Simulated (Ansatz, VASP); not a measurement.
**Se: VASP beside Ansatz**

File INCAR:

```
PREC = Accurate
ENCUT = 600
EDIFF = 1E-6
ISMEAR = -1
SIGMA = 0.1
LREAL = F
LASPH = T
NELM = 80
ALGO = Normal
ISIF = 3
LWAVE = F
LCHARG = F
GGA = PE
IBRION = 2
NSW = 60
EDIFFG = -0.005
```

Contents of KPOINTS:

```
regular mesh
0
Gamma
  19 19 19
```

The input POSCAR:

```
Se
1.0
   -1.7380133224      1.7380133224      1.7380133224
    1.7380133224     -1.7380133224      1.7380133224
    1.7380133224      1.7380133224     -1.7380133224
Se
1
Direct
    0.0000000000      0.0000000000      0.0000000000
```

Input for Ansatz:

```yaml
crystal:
  lattice:
    - [-1.7380133224, 1.7380133224, 1.7380133224]
    - [1.7380133224, -1.7380133224, 1.7380133224]
    - [1.7380133224, 1.7380133224, -1.7380133224]
  atoms:
    - { symbol: Se, position: [0.0, 0.0, 0.0] }
kpoints:
  mp_grid: { grid: [19, 19, 19] }
scf:
  occupations: { method: fermi_dirac, width: 0.1 }
hamiltonian:
  xc: pbe
  pseudopotentials: { kind: paw }
output:
  forces: true
  stress: true
relax:
  f_tol: 0.005
  max_steps: 40
  cell: {}
```

Alike in both runs: task relaxation of cell and atoms; functional PBE; k mesh 19 × 19 × 19; occupations fermi-dirac, width 0.1 eV; no spin polarisation.

|  | VASP | Ansatz |
| --- | --- | --- |
| version | VASP 6.6.1 | Ansatz 0.2.0 |
| potentials or method | VASP PAW PBE potentials, release 64 (Se) | PAW with Ansatz's default frozen-core files, scalar-relativistic |
| plane-wave cutoff (eV) | 600 | 420 |
| valence electrons in the cell | 6 | 16 |

VASP gave:

```
relaxed volume (Å³/atom)                                     : 20.40
relaxed cell length with the largest relative difference (Å) : 2.981
energy change over the relaxation (meV/atom)                 : -4
```

Estimate Ansatz's values.

relaxed volume (Å³/atom): 20.41; relaxed cell length with the largest relative difference (Å): 2.982; energy change over the relaxation (meV/atom): -4.

The two sets of potentials don't hold the same shells in valence.
